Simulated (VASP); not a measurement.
# BN (F-43m) in VASP: a series of runs

One crystal, BN, is run at these levels: PBE; tasks: G0W0 quasiparticle levels.

All numbers are computed with VASP 6.6.1; they aren't measurements. Logs are shortened: lines on timing, memory, paths and dates and some standing lists are left out, and cuts for length are marked.

### 1 The crystal as given

Symmetry: F-43m, No. 216, cubic system. The conventional cell has a = 3.626 Å, b = 3.626 Å, c = 3.626 Å, α = 90.00°, β = 90.00°, γ = 90.00°. N (site symmetry -43m) is surrounded by 4 B at 1.57 Å. B (site symmetry -43m) has 4 N at 1.57 Å as nearest neighbours.

The cell is a database's computed one.

### 2 G0W0 quasiparticle levels, PBE

The input, POSCAR:

```
BN
1.0
    0.0000000000      1.8130010000      1.8130010000
    1.8130010000      0.0000000000      1.8130010000
    1.8130010000      1.8130010000      0.0000000000
N B
1 1
Direct
    0.2500000000      0.2500000000      0.2500000000
    0.0000000000      0.0000000000      0.0000000000
```

The input, INCAR.step1:

```
ALGO     = Normal         # electronic algorithm
EDIFF    = 1E-8           # SCF threshold, eV
ENCUT    = 450            # plane-wave cutoff, eV
GGA      = PE             # functional
ISMEAR   = 0              # smearing method
LASPH    = T              # aspherical terms in the spheres
LCHARG   = F              # write CHGCAR
LREAL    = F              # projectors in reciprocal space
LWAVE    = T              # write WAVECAR
NELM     = 80             # most SCF steps
PREC     = Accurate       # precision mode
SIGMA    = 0.01           # smearing width, eV
```

The input, INCAR.step2:

```
ALGO     = Exact          # electronic algorithm
EDIFF    = 1E-8           # SCF threshold, eV
ENCUT    = 450            # plane-wave cutoff, eV
GGA      = PE             # functional
ISMEAR   = 0              # smearing method
ISTART   = 1            
LASPH    = T              # aspherical terms in the spheres
LCHARG   = F              # write CHGCAR
LOPTICS  = T              # frequency-dependent dielectric function
LREAL    = F              # projectors in reciprocal space
LWAVE    = T              # write WAVECAR
NBANDS   = 32             # bands
NELM     = 1              # most SCF steps
PREC     = Accurate       # precision mode
SIGMA    = 0.01           # smearing width, eV
```

The input, INCAR.step3:

```
ALGO     = EVGW0          # electronic algorithm
EDIFF    = 1E-8           # SCF threshold, eV
ENCUT    = 450            # plane-wave cutoff, eV
ENCUTGW  = 150            # cutoff of the response function
GGA      = PE             # functional
ISMEAR   = 0              # smearing method
ISTART   = 1            
LASPH    = T              # aspherical terms in the spheres
LCHARG   = F              # write CHGCAR
LREAL    = F              # projectors in reciprocal space
LWAVE    = F              # write WAVECAR
NBANDS   = 32             # bands
NBANDSGW = 12           
NELMGW   = 1            
NOMEGA   = 48             # frequency points
PREC     = Accurate       # precision mode
PRECFOCK = Fast         
SIGMA    = 0.01           # smearing width, eV
```

The input, KPOINTS:

```
k-points
0
Gamma
  3 3 3
```

Potentials or basis: VASP PAW PBE potentials, release 64 (N_GW, B_GW).

The run is started by

```bash
$ cat potpaw_PBE.64/N_GW/POTCAR potpaw_PBE.64/B_GW/POTCAR > POTCAR
$ cp INCAR.step1 INCAR
$ mpirun -np 1 vasp_std > vasp.out
$ cp INCAR.step2 INCAR
$ mpirun -np 1 vasp_std > vasp.out
$ cp INCAR.step3 INCAR
$ mpirun -np 1 vasp_std > vasp.out
```

OUTCAR:

```text
EDIFF = 1E-8
   ENCUT = 450
   ENCUTGW = 150
   GGA = PE
   ISMEAR = 0
   ISTART = 1
   LASPH = T
   LREAL = F
   NELMGW = 1
   PREC = Accurate
   PRECFOCK = Fast

 Found      4 irreducible k-points:

 Following reciprocal coordinates:
            Coordinates               Weight
  0.000000  0.000000  0.000000      1.000000
  0.333333  0.000000  0.000000      8.000000
  0.333333  0.333333  0.000000      6.000000
 -0.333333  0.333333  0.000000     12.000000
   k-points           NKPTS =      4   k-points in BZ     NKDIM =     27   number of bands    NBANDS=     32
   number of dos      NEDOS =    301   number of ions     NIONS =      2
   total plane-waves  NPLWV =   5832
   dimension x,y,z NGX =    18 NGY =   18 NGZ =   18
   dimension x,y,z NGXF=    36 NGYF=   36 NGZF=   36
   ions per type =               1   1
   NGX,Y,Z   is equivalent  to a cutoff of  11.67, 11.67, 11.67 a.u.
   NGXF,Y,Z  is equivalent  to a cutoff of  23.34, 23.34, 23.34 a.u.
 SYSTEM =  unknown system
   PREC   = accura    normal or accurate (medium, high low for compatibility)
   ISTART =      1    job   : 0-new  1-cont  2-samecut
   ICHARG =      0    charge: 1-file 2-atom 10-const
   ISPIN  =      1    spin polarized calculation?
   LNONCOLLINEAR =      F non collinear calculations
   LSORBIT =      F    spin-orbit coupling
   LASPH  =      T    aspherical Exc in radial PAW
   ENCUT  =  450.0 eV  33.07 Ry    5.75 a.u.   4.43  4.43  4.43*2*pi/ulx,y,z
   NELM   =     60;   NELMIN=  2; NELMDL=  0     # of ELM steps
   EDIFF  = 0.1E-07   stopping-criterion for ELM
   LREAL  =      F    real-space projection
   EDIFFG = 0.1E-06   stopping-criterion for IOM
   NSW    =      0    number of steps for IOM
   IBRION =     -1    ionic relax: 0-MD 1-quasi-New 2-CG
   NFREE  =      0    steps in history (QN), initial steepest desc. (CG)
   ISIF   =      0    stress and relaxation
   ISYM   =      3    0-nonsym 1-usesym 2-fastsym
   POTIM  = 0.5000    time-step for ionic-motion
   TEBEG  =    0.0;   TEEND  =   0.0 temperature during run
   PSTRESS=    0.0 pullay stress
   NELECT =       8.0000    total number of electrons
   NUPDOWN=      -1.0000    fix difference up-down
   EMIN   =  10.00;   EMAX   =-10.00  energy-range for DOS
   EFERMI =   0.00;   METHOD = LEGACY
   ISMEAR =     0;   SIGMA  =   0.01  broadening in eV -4-tet -1-fermi 0-gaus
   EFERMI_NEDOS =   21; number of points for ismear=-14 and -15
   IALGO  =     38    algorithm
   IMIX   =      4    mixing-type and parameters
     AMIX     =   0.40;   BMIX     =  1.00
     AMIX_MAG =   1.60;   BMIX_MAG =  1.00
  volume/ion in A,a.u.               =       5.96        40.22
  Fermi-wavevector in a.u.,A,eV,Ry     =   1.433387  2.708709 27.954506  2.054598
  Thomas-Fermi vector in A             =   2.552911
   LORBIT       =      0    0 simple, 1 ext, 2 COOP (PROOUT), +10 PAW based schemes
   GGA     = PE    functional components
   LHFCALC =     T    Hartree Fock is set to
   PRECFOCK=fast      Normal, Fast or Accurate (Low or Medium for compatibility)
   ENCUT4O =  -1.0   cutoff for four orbital integrals eV
   NKREDX  =     1    reduce k-point grid by
   NKREDY  =     1    reduce k-point grid by
   NKREDZ  =     1    reduce k-point grid by
   AEXX    =    1.0000 exact exchange contribution
   HFSCREEN=    0.0000 screening length (either q_TF or 0.3 A-1)
   HFSCREENC=   0.0000 screening length for correlation (either q_TF or 0.3 A-1)
   ENCUTFOCK=  -1.0 apply spherical cutoff to Coloumb kernel
   IVDW    =     0    specifies the selected vdW correction
   LEPSILON=     F    determine dielectric tensor
   LRPA    =     F    only Hartree local field effects (RPA)
   LRPAFORCE           =     F    calculate RPA forces
   ENCUTGW             = 150.0    cutoff for response function in eV
   ENCUTGWSOFT         = 120.0    soft cutoff for Coulomb kernel in GW response function in eV
   ENCUTLF             =  -1.0    cutoff for local field effects
   NELMGW              =     1    number of iterations in solving QP/BSE equation
   NELMHF              =     1    number of iterations in the inner HF iteration
   NKREDLFX            =     1    NKREDLFY  =   1   NKREDLFZ  =   1
 non-spin polarized calculation
 Gauss-broadening in eV      SIGMA  =   0.01
  energy-cutoff  :      450.00
  volume of cell :       11.92
 maximum number of plane-waves:       259
 NGX is ok and might be reduce to    18
  NGX = 12; NGY = 12; NGZ = 12
   NGX =  9   NGY =  9   NGZ =  9
 maximum number of plane-waves:        59

 QP shifts <psi_nk| G(iteration)W_0 |psi_nk>: iteration 1
 for sc-GW calculations column KS-energies equals QP-energies in previous step
 and V_xc(KS)=  KS-energies - (<T + V_ion + V_H > + <T+V_H+V_ion>^1  + <V_x>^1)

 k-point   1 :       0.0000    0.0000    0.0000
  band No.  KS-energies  QP-energies   sigma(KS)   V_xc(KS)     V^pw_x(r,r')   Z            occupation Imag(sigma)

      1     -12.7045     -14.5939     -17.8571     -15.4437     -26.3915       0.7829       2.0000       1.4928
      2       7.4800       6.9127     -18.9478     -18.2590     -22.3910       0.8235       2.0000       0.1069
      3       7.4800       6.9127     -18.9478     -18.2590     -22.3910       0.8235       2.0000       0.1069
      4       7.4800       6.9127     -18.9478     -18.2590     -22.3910       0.8235       2.0000       0.1069
      5      16.1541      17.6006     -11.9883     -13.7408      -6.6858       0.8254       0.0000      -0.1328
      6      16.1541      17.6006     -11.9883     -13.7408      -6.6858       0.8254       0.0000      -0.1328
      7      16.1541      17.6006     -11.9883     -13.7408      -6.6858       0.8254       0.0000      -0.1328
      8      17.6446      18.9185     -13.8105     -15.3925      -8.0853       0.8052       0.0000      -0.1604
      9      31.9542      32.5820     -10.5644     -11.3463      -3.2201       0.8029       0.0000      -0.6738
     10      35.0433      36.4676     -11.5534     -13.2558      -5.3479       0.8367       0.0000      -0.5500
     11      35.0433      36.4676     -11.5534     -13.2558      -5.3479       0.8367       0.0000      -0.5500
     12      35.6373      36.4545      -9.9978     -10.9827      -2.9663       0.8297       0.0000      -0.8637

 k-point   2 :       0.3333    0.0000    0.0000
  band No.  KS-energies  QP-energies   sigma(KS)   V_xc(KS)     V^pw_x(r,r')   Z            occupation Imag(sigma)

      1     -10.1846     -11.8780     -18.2022     -16.0149     -26.2370       0.7742       2.0000       1.1593
      2      -0.3875      -1.6564     -17.1295     -15.5250     -21.8274       0.7909       2.0000       0.2156
      3       5.9144       5.2000     -18.3785     -17.5013     -21.9873       0.8143       2.0000       0.1172
      4       5.9144       5.2000     -18.3785     -17.5013     -21.9873       0.8143       2.0000       0.1172
      5      17.2083      18.4423     -13.0003     -14.5090      -7.5426       0.8179       0.0000      -0.1458
      6      17.9907      19.5054     -12.2504     -14.0980      -6.7171       0.8198       0.0000      -0.1502
      7      17.9907      19.5054     -12.2504     -14.0980      -6.7171       0.8198       0.0000      -0.1502
      8      21.8856      23.5272     -13.6487     -15.7170      -7.3366       0.7937       0.0000      -0.2341
      9      30.4998      31.3046     -10.4663     -11.4642      -3.4614       0.8066       0.0000      -0.5393
     10      31.6850      32.8783     -11.0858     -12.5356      -4.6660       0.8231       0.0000      -0.5121
     11      31.6850      32.8783     -11.0858     -12.5356      -4.6660       0.8231       0.0000      -0.5121
     12      34.8352      36.1396     -11.3230     -12.9790      -3.5467       0.7877       0.0000      -0.8937

 k-point   3 :       0.3333    0.3333    0.0000
  band No.  KS-energies  QP-energies   sigma(KS)   V_xc(KS)     V^pw_x(r,r')   Z            occupation Imag(sigma)

      1      -9.3669     -11.0075     -18.3105     -16.1938     -26.1623       0.7750       2.0000       1.0690
      2       1.4101       0.2233     -18.0235     -16.5363     -22.5282       0.7980       2.0000       0.1780
      3       3.4490       2.4993     -17.6583     -16.4851     -21.6274       0.8094       2.0000       0.1410
      4       3.4490       2.4993     -17.6583     -16.4851     -21.6274       0.8094       2.0000       0.1410
      5      13.0634      13.9803     -11.6477     -12.7460      -6.7471       0.8349       0.0000      -0.1183
      6      17.6331      18.6755     -11.6673     -12.9241      -6.3551       0.8295       0.0000      -0.1396
      7      22.8744      24.7660     -13.4282     -15.8195      -6.8812       0.7910       0.0000      -0.2557
      8      22.8744      24.7660     -13.4282     -15.8195      -6.8812       0.7910       0.0000      -0.2557
      9      26.5646      28.1283     -13.4869     -15.4596      -6.7446       0.7927       0.0000      -0.3546
     10      34.6302      36.0190     -11.3903     -13.1424      -3.4910       0.7926       0.0000      -0.8978
     11      40.0725      41.6628     -11.4042     -13.3029      -4.8202       0.8376       0.0000      -0.9865
     12      42.6797      43.9111     -10.6046     -12.1199      -3.0257       0.8126       0.0000      -1.1928

 k-point   4 :      -0.3333    0.3333    0.0000
  band No.  KS-energies  QP-energies   sigma(KS)   V_xc(KS)     V^pw_x(r,r')   Z            occupation Imag(sigma)

      1      -7.3843      -8.8703     -19.1496     -17.2314     -26.7577       0.7747       2.0000       0.8856
      2      -0.9236      -2.2336     -16.6539     -14.9926     -21.3312       0.7885       2.0000       0.2272
      3       0.1065      -1.1789     -17.0084     -15.3973     -21.5376       0.7978       2.0000       0.1958
      4       3.9902       3.0923     -17.8235     -16.7145     -21.7092       0.8097       2.0000       0.1351
      5      15.2084      16.2171     -11.8723     -13.0861      -6.8133       0.8310       0.0000      -0.1277
      6      21.7399      23.3928     -13.9185     -15.9843      -7.8310       0.8001       0.0000      -0.2156
      7      21.9107      23.7166     -13.0735     -15.3419      -6.6763       0.7961       0.0000      -0.2328
      8      23.3440      25.0849     -13.3067     -15.5300      -6.4707       0.7831       0.0000      -0.2911
      9      25.4984      26.7714     -11.7946     -13.3611      -5.6086       0.8127       0.0000      -0.2635
     10      32.3255      33.5226     -10.9199     -12.3564      -4.7162       0.8333       0.0000      -0.4923
     11      34.0402      35.7117     -12.0868     -14.2195      -4.1780       0.7838       0.0000      -0.8182
     12      42.0541      43.1040     -10.2915     -11.5505      -2.9540       0.8340       0.0000      -1.2301
```

Run time: 7.3 s. Hardware: 1 thread of Intel Xeon Platinum 8488C (Sapphire Rapids), shared host; peak memory 0.11 GiB.

The run converged, but some of its settings lie outside the range that counts as converged, so its numbers aren't taken as properties of the crystal.

What came out:

```
Band gap on the k mesh, mean-field level : 5.58 eV, indirect (least direct gap 8.67 eV)
Quasiparticle gap                        : 7.07 eV
Least direct quasiparticle gap           : 10.69 eV
```

Caveat: the k mesh is coarse (spacing up to 1.00 Å⁻¹), so the values aren't converged; bands, screening cutoff and mesh are small and nothing is extrapolated, so the quasiparticle values aren't converged; an odd mesh through Γ misses points on the zone boundary, where band edges often lie.

### 3 G0W0 quasiparticle levels, PBE

POSCAR is that of step 2.

INCAR.step1 is that of step 2.

INCAR.step2 is that of step 2.

INCAR.step3: that of step 2 with these lines changed.

```diff
@@ -14,3 +14,3 @@
 NELMGW   = 1            
-NOMEGA   = 48             # frequency points
+NOMEGA   = 100            # frequency points
 PREC     = Accurate       # precision mode
```

KPOINTS is that of step 2.

Potentials or basis: VASP PAW PBE potentials, release 64 (N_GW, B_GW).

The run is started by

```bash
$ cat potpaw_PBE.64/N_GW/POTCAR potpaw_PBE.64/B_GW/POTCAR > POTCAR
$ cp INCAR.step1 INCAR
$ mpirun -np 1 vasp_std > vasp.out
$ cp INCAR.step2 INCAR
$ mpirun -np 1 vasp_std > vasp.out
$ cp INCAR.step3 INCAR
$ mpirun -np 1 vasp_std > vasp.out
```

OUTCAR:

```text
EDIFF = 1E-8
   ENCUT = 450
   ENCUTGW = 150
   GGA = PE
   ISMEAR = 0
   ISTART = 1
   LASPH = T
   LREAL = F
   NELMGW = 1
   PREC = Accurate
   PRECFOCK = Fast

 Found      4 irreducible k-points:

 Following reciprocal coordinates:
[... 85 lines left out ...]

      1     -12.7045     -14.7989     -17.7862     -15.4437     -26.3915       0.8941       2.0000       1.4148
      2       7.4800       6.9144     -18.9442     -18.2590     -22.3910       0.8255       2.0000       0.0510
      3       7.4800       6.9144     -18.9442     -18.2590     -22.3910       0.8255       2.0000       0.0510
      4       7.4800       6.9144     -18.9442     -18.2590     -22.3910       0.8255       2.0000       0.0510
      5      16.1541      17.5830     -12.0003     -13.7408      -6.6858       0.8210       0.0000      -0.0573
      6      16.1541      17.5830     -12.0003     -13.7408      -6.6858       0.8210       0.0000      -0.0573
      7      16.1541      17.5830     -12.0003     -13.7408      -6.6858       0.8210       0.0000      -0.0573
      8      17.6446      18.9295     -13.8245     -15.3925      -8.0853       0.8194       0.0000      -0.0742
      9      31.9542      32.5591     -10.6267     -11.3463      -3.2201       0.8406       0.0000      -0.5734
     10      35.0433      36.4195     -11.6191     -13.2558      -5.3479       0.8408       0.0000      -0.4657
     11      35.0433      36.4195     -11.6191     -13.2558      -5.3479       0.8408       0.0000      -0.4657
     12      35.6373      36.3904     -10.0714     -10.9827      -2.9663       0.8264       0.0000      -0.7546
[... 36 lines left out ...]
      1      -7.3843      -8.7460     -19.0478     -17.2314     -26.7577       0.7497       2.0000       0.7192
      2      -0.9236      -2.2259     -16.6504     -14.9926     -21.3312       0.7855       2.0000       0.1136
      3       0.1065      -1.1714     -17.0070     -15.3973     -21.5376       0.7939       2.0000       0.0905
      4       3.9902       3.0888     -17.8319     -16.7145     -21.7092       0.8067       2.0000       0.0639
      5      15.2084      16.2091     -11.8828     -13.0861      -6.8133       0.8316       0.0000      -0.0529
      6      21.7399      23.3640     -13.9378     -15.9843      -7.8310       0.7936       0.0000      -0.1105
      7      21.9107      23.6919     -13.0994     -15.3419      -6.6763       0.7943       0.0000      -0.1247
      8      23.3440      25.0459     -13.3391     -15.5300      -6.4707       0.7768       0.0000      -0.1547
      9      25.4984      26.7409     -11.8163     -13.3611      -5.6086       0.8043       0.0000      -0.1547
     10      32.3255      33.4963     -10.9657     -12.3564      -4.7162       0.8419       0.0000      -0.4120
     11      34.0402      35.6354     -12.1603     -14.2195      -4.1780       0.7747       0.0000      -0.6554
     12      42.0541      43.0583     -10.3798     -11.5505      -2.9540       0.8578       0.0000      -1.1543
```

OUTCAR.step1:

```text
EDIFF = 1E-8
   ENCUT = 450
   GGA = PE
   ISMEAR = 0
   LASPH = T
[... 151 lines left out ...]
 -----------------------------------------------------------------------------------
      0.90650      0.90650      0.90650        -0.000000     -0.000000      0.000000
      0.00000      0.00000      0.00000         0.000000      0.000000     -0.000000
 -----------------------------------------------------------------------------------
    total drift:                                0.000001      0.000001      0.000001

  FREE ENERGIE OF THE ION-ELECTRON SYSTEM (eV)
  ---------------------------------------------------
  free  energy   TOTEN  =       -17.0724773974 eV

  energy  without entropy=      -17.0724773974  energy(sigma->0) =      -17.07247740
```

Wall time 6.5 s (1 thread of Intel Xeon Platinum 8488C (Sapphire Rapids), shared host); peak memory 0.12 GiB.

The run converged, but some of its settings lie outside the range that counts as converged, so its numbers aren't taken as properties of the crystal.

Results:

```yaml
Band_gap_on_the_k_mesh_mean-field_level: 5.58 eV, indirect (least direct gap 8.67 eV)
Quasiparticle_gap: 7.06 eV
Least_direct_quasiparticle_gap: 10.67 eV
```

Caveat: the k mesh is coarse (spacing up to 1.00 Å⁻¹), so the values aren't converged; bands, screening cutoff and mesh are small and nothing is extrapolated, so the quasiparticle values aren't converged; an odd mesh through Γ misses points on the zone boundary, where band edges often lie.

(Part 1 of 2 ends here.)
